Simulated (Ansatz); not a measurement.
## Relaxation path: Cu (simple hexagonal type)

DFT, PBE, PAW with Ansatz's default frozen-core files, scalar-relativistic (Ansatz 0.2.0); a Γ-centred 17×17×16 k mesh, Fermi–Dirac smearing of 0.05 eV, no spin polarisation. The run relaxes shape and atoms at held volume.

Command: `ansatz run input.yaml --threads 1 --pin off --max-ram 2048MiB --backend cpu --events-out ev --progress --plain --runs-dir out` It took 7.4 s on 1 thread of Intel(R) Xeon(R) Platinum 8488C (Sapphire Rapids), with other jobs on the host, peak memory 0.37 GiB.

```yaml
crystal:
  lattice:
    - [2.0999842042, 0.0, 0.0]
    - [-1.0499921021, 1.8186396684, 0.0]
    - [0.0, 0.0, 2.0440750754]
  atoms:
    - { symbol: Cu, position: [0.0, 0.0, 0.0] }
kpoints:
  mp_grid: { grid: [17, 17, 16] }
scf:
  occupations: { method: fermi_dirac, width: 0.05 }
hamiltonian:
  xc: pbe
  pseudopotentials: { kind: paw }
output:
  forces: true
  stress: true
relax:
  f_tol: 0.005
  max_steps: 30
  cell: { stress_tol: 0.35, fix: [volume] }
```

Each step lists its free energy a cell above the last geometry, the pressure, the cell vectors (Å), and Cartesian positions (Å) with forces (eV/Å).

The first step:

```
step 1  dF = 8.33 meV  P = 213.2 GPa
  cell 2.1000 0.0000 0.0000  -1.0500 1.8186 0.0000  0.0000 0.0000 2.0441
  Cu 0.0000 0.0000 0.0000   0.0000 0.0000 0.0000
```

Q: Where does the relaxation end, and by which steps?

A: After 3 geometries, with conventional a, b, c = 2.112, 2.112, 2.021 Å, at 7.807 Å³/atom and 212.4 GPa in space group P6/mmm, with a shortest distance of 2.021 Å. The further steps:
```
step 2  dF = 0.16 meV  P = 212.5 GPa
  cell 2.1103 0.0000 0.0000  -1.0552 1.8276 0.0000  0.0000 0.0000 2.0241
  Cu 0.0000 0.0000 0.0000   0.0000 0.0000 0.0000
step 3  dF = 0.00 meV  P = 212.4 GPa
  cell 2.1120 0.0000 0.0000  -1.0560 1.8291 0.0000  0.0000 0.0000 2.0209
  Cu 0.0000 0.0000 0.0000   0.0000 0.0000 0.0000
step 4  dF = 0.00 meV  P = 212.4 GPa  (same geometry on a basis chosen anew; earlier energies don't compare to the last digit)
  cell 2.1120 0.0000 0.0000  -1.0560 1.8291 0.0000  0.0000 0.0000 2.0209
  Cu 0.0000 0.0000 0.0000   0.0000 0.0000 0.0000
```
